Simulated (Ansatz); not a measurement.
Results of RPBE in Ansatz (PAW) for rutile GeO2.

Numerical settings: plane-wave cutoff 520 eV, 8×8×12 k mesh (along the axes of the cell as run), Fermi–Dirac smearing 0.01 eV, scalar-relativistic PAW data made under PBE.

Cell (relaxed at this level):

```cif
data_Ge2O4
_chemical_formula_sum 'Ge2 O4'
_space_group_name_H-M_alt 'P42/mnm'
_space_group_IT_number 136
_space_group_name_Hall '-P 4n 2n'
_cell_length_a 4.53756
_cell_length_b 4.53756
_cell_length_c 2.91486
_cell_angle_alpha 90.000
_cell_angle_beta 90.000
_cell_angle_gamma 90.000
loop_
_atom_site_label
_atom_site_type_symbol
_atom_site_symmetry_multiplicity
_atom_site_Wyckoff_symbol
_atom_site_fract_x
_atom_site_fract_y
_atom_site_fract_z
_atom_site_occupancy
Ge1 Ge 2 a 0.00000 0.00000 0.00000 1
O1 O 4 f 0.30800 0.30800 0.00000 1
```

Task: What does this level give for the bulk modulus B0, band gap and pressure derivative B′ of the bulk modulus?

Result: 
* **bulk modulus B0**: 169 GPa
* **band gap**: 1.05 eV (direct)
* **pressure derivative B′ of the bulk modulus**: 7.4

Measured, for comparison: band gap 4.68 eV (temperature not stated, not corrected to a static lattice, direct (forbidden), UV absorption; as tabulated in Mengle et al. (2019), arXiv:1905.10301); bulk modulus 251 GPa (room temperature, not corrected to a static lattice, from measured elastic constants; as tabulated in Sevik and Bulutay (2007), arXiv:cond-mat/0610176). Computed (rounded) less measured: bulk modulus -33 %.

Note: the bulk modulus comes from volumes at which shape and atoms were relaxed.

Spin–orbit coupling is not included.

The computed numbers hold no vibrational or temperature effects.

Ansatz is a first-principles code.
